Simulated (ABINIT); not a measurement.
The system is ZrSe2.

```xyz
3
Lattice="3.7980 0.0000 0.0000 -1.8990 3.2892 0.0000 0.0000 0.0000 6.1920" Properties=species:S:1:pos:R:3 pbc="T T T"
Zr    0.0000    0.0000    0.0000
Se    1.8990    1.0964    4.6440
Se    0.0000    2.1928    1.5480
```

Program: ABINIT 10.8.3 (patched build). Alike in all runs: potentials or basis JTH PAW PBE v2.0; no spin polarisation; cell as given; cutoff (eV) 463; smearing fermi-dirac 0.05 eV.

Task: Order these runs on this cell by their pressure, lowest first.
A. level PBE; k mesh 3 × 3 × 2; mesh quality coarse
B. level PBEsol; k mesh 5 × 5 × 3; mesh quality not flagged
C. level BLYP; k mesh 8 × 8 × 5; mesh quality not flagged

Result: B (-1.0 GPa), A (2.8 GPa), C (5.7 GPa).

Caveats: some runs use coarse meshes; this functional lacks dispersion, which binds the layers, so the pressure and a relaxed spacing across them are unreliable; the PAW data sets were made with another functional, which shifts forces and pressure a little (some runs).
